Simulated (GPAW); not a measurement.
Runs of GPAW 26.7.0 on I. The structure is orthorhombic, space group Cmce (No. 64). Conventional cell: a = 7.270 Å, b = 4.790 Å, c = 9.793 Å, α = 90.00°, β = 90.00°, γ = 90.00°. Around I (site symmetry m) lie 1 I at 2.68 Å. 

```csv
task,level,potentials or basis,cell,k mesh,cutoff (eV),smearing,ranks,optimizer,fmax,max steps,convergence,gap on the mesh (eV),pressure (GPa),V0 of scaled cells (Å³/atom),relaxed volume (Å³/atom),B0 (GPa),largest force (eV/Å)
equation of state,PBEsol,"PAW data sets generated in the run's folder for this functional, pw",as given,7 × 7 × 3,600,fermi-dirac 0.05 eV,4,-,-,-,-,-,-,(b),-,24,-
relaxation of cell and atoms,PBEsol+D4,"PAW data sets generated in the run's folder for this functional, pw",relaxed,5 × 5 × 2,600,fermi-dirac 0.05 eV,-,BFGS,0.02 eV/Å,60,density=1e-05 forces=0.0001,0.75,0.0,-,(a),-,0.01
equation of state,LDA,"the program's PAW data sets (release 1.2.1) made for this functional, pw",as given,6 × 6 × 3,600,fermi-dirac 0.05 eV,-,-,-,-,-,-,-,41.62,-,28,-
band structure,PBEsol,"PAW data sets generated in the run's folder for this functional, pw",as given,6 × 6 × 3,600,fermi-dirac 0.05 eV,-,-,-,-,-,1.25,0.3,-,-,-,0.91
relaxation of cell and atoms,PBEsol+D3(BJ)+ATM,"PAW data sets generated in the run's folder for this functional, pw",relaxed,5 × 5 × 2,600,fermi-dirac 0.05 eV,-,BFGS,0.02 eV/Å,60,density=1e-05 forces=0.0001,0.75,0.0,-,36.26,-,0.01
band structure,LDA,"the program's PAW data sets (release 1.2.1) made for this functional, pw",as given,6 × 6 × 3,600,fermi-dirac 0.05 eV,-,-,-,-,-,1.20,-0.6,-,-,-,0.88
dielectric tensor,LDA,"the program's PAW data sets (release 1.2.1) made for this functional, pw",as given,6 × 6 × 3,450,fermi-dirac 0.001 eV,-,-,-,-,-,1.20,-,-,-,-,-
relaxation of cell and atoms,PBEsol+D3,"PAW data sets generated in the run's folder for this functional, pw",relaxed,5 × 5 × 2,600,fermi-dirac 0.05 eV,-,BFGS,0.02 eV/Å,60,density=1e-05 forces=0.0001,0.87,0.0,-,37.56,-,0.02
```

Alike in all rows: no spin polarisation.

**Question.** Estimate the missing entries.

**Answer.** (a) 37.02; (b) 43.19.

Caveats: spin-orbit coupling is left out, which moves the levels of the heavy elements (some runs); later steps reuse the first step's grids (some runs); an odd mesh through Γ misses points on the zone boundary, where band edges often lie (some runs); the cell was scaled at fixed shape and fractional positions, which overstates the stiffness of a crystal with free parameters, most of all of layers and chains (some runs); the long-wavelength limit can be off by a per cent or two (some runs).

A k mesh can miss the band edges, and the runs leave out spin-orbit coupling on I.

Not every run made on this cell is shown here.
